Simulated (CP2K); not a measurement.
Runs of CP2K 2026.2 on C. Symmetry: Fd-3m, No. 227, cubic system. Conventional cell: a = 3.567 Å, b = 3.567 Å, c = 3.567 Å, α = 90.00°, β = 90.00°, γ = 90.00°. Around C (site symmetry -43m) lie 4 C at 1.54 Å. This isn't the form of C at room conditions, which is graphite.

| task | level | potentials or basis | cell | smearing | quickstep method | NGRIDS | EXTRAPOLATION | potentials | optimiser | gap on the mesh (eV) | pressure (GPa) | relaxed volume (Å³/atom) |
| --- | --- | --- | --- | --- | --- | --- | --- | --- | --- | --- | --- | --- |
| relaxation of cell and atoms | PBEsol | POTENTIAL_UZH C GTH-PBE-q4; TZVP-MOLOPT-PBE-GTH basis | relaxed | fermi-dirac 0.05 eV | GPW | 4 | USE_PREV_P | C GTH-PBE-q4 of POTENTIAL_UZH | BFGS | 4.39 | 0.0 | 5.68 |
| relaxation of cell and atoms | LDA | GTH_POTENTIALS C GTH-PADE-q4; TZVP-MOLOPT-PBE-GTH basis | relaxed | fermi-dirac 0.05 eV | GPW | 4 | USE_PREV_P | C GTH-PADE-q4 of GTH_POTENTIALS | BFGS | (a) | 0.0 | 5.53 |
| single point | PBE | POTENTIAL_UZH C GTH-PBE-q4; TZVP-MOLOPT-PBE-GTH basis | atoms moved at random, drawn with an rms of 0.05 Å | fermi-dirac 0.05 eV | GAPW_XC | 5 | - | C GTH-PBE-q4 of POTENTIAL_UZH | - | 3.95 | 4.5 | - |
| single point | PBE | POTENTIAL_UZH C GTH-PBE-q4; TZVP-MOLOPT-PBE-GTH basis | as given | gaussian 0.021 eV | GPW | 4 | - | C GTH-PBE-q4 of POTENTIAL_UZH | - | 4.54 | 3.8 | - |
| single point | PBE | POTENTIAL_UZH C GTH-PBE-q4; TZVP-MOLOPT-PBE-GTH basis | as given | gaussian 0.012 eV | GPW | 4 | - | C GTH-PBE-q4 of POTENTIAL_UZH | - | 4.54 | 3.8 | - |

Alike in all rows: no spin polarisation; k mesh 13 × 13 × 13.

Question: Fill in the values left out.

Answer: (a) 4.57.

Caveats: an odd mesh through Γ misses points on the zone boundary, where band edges often lie; the basis of atomic orbitals isn't converged, which shifts pressures, moduli and gaps; the real-space grid breaks the cell's symmetry a little (some runs); the potentials were made for another functional, which shifts forces and pressure (some runs).
